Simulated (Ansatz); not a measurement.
**Au: do energies and stresses tell the same story?**

These are results of DFT PBE, scalar-relativistic, plane waves, PAW in Ansatz, not measurements.

Plane waves to 420 eV, a k mesh through Γ of 18×18×18 on the computed 1-atom cell and Gaussian smearing (0.10 eV); no spin polarisation.

Relaxed cell: Im-3m, a = 3.301 Å, b = 3.301 Å, c = 3.301 Å, α = 90.00°, β = 90.00°, γ = 90.00°, 1 atom in the primitive cell. This bcc form isn't the element's structure at ambient conditions.

Energies at zero smearing and pressures from the stress tensor, at volumes with shape and atoms relaxed:
```
V (Å³/atom) E − E(first) (meV/atom) P (GPa)
     15.831                     0.00    26.06
     16.371                   -72.83    17.46
     16.910                  -119.37    10.42
     17.450                  -144.40     4.67
     17.990                  -151.86     0.00
     18.530                  -145.11    -3.74
     19.069                  -127.01    -6.73
     19.789                   -89.27    -9.74
```

Check P = −dE/dV between neighbouring volumes, and get the bulk modulus from the pressures alone.

With 1 eV/Å³ = 160.2 GPa:
| middle V (Å³/atom) | −ΔE/ΔV (GPa) | mean P (GPa) |
| --- | --- | --- |
| 16.101 | 21.620 | 21.761 |
| 16.641 | 13.816 | 13.937 |
| 17.180 | 7.432 | 7.543 |
| 17.720 | 2.216 | 2.336 |
| 18.260 | -2.005 | -1.869 |
| 18.799 | -5.373 | -5.233 |
| 19.429 | -8.403 | -8.232 |

The two differ by 0.17 GPa at most. The mean of two end pressures misses the average over a step by about ΔV² P″/12, up to 0.14 GPa here; with that taken off 0.09 GPa remains. The stress is the derivative of the free energy, not of the energy at zero smearing, and with free energies 0.01 GPa remains. Around V = 17.990 Å³/atom, the two neighbours give B = −V ΔP/ΔV = 17.990 × 8.41 / 1.079 = 140.1 GPa, against B0 = 139.3 GPa from the Birch–Murnaghan fit of the energies.

Spin–orbit coupling is left out, which can shift energies with elements as heavy as these.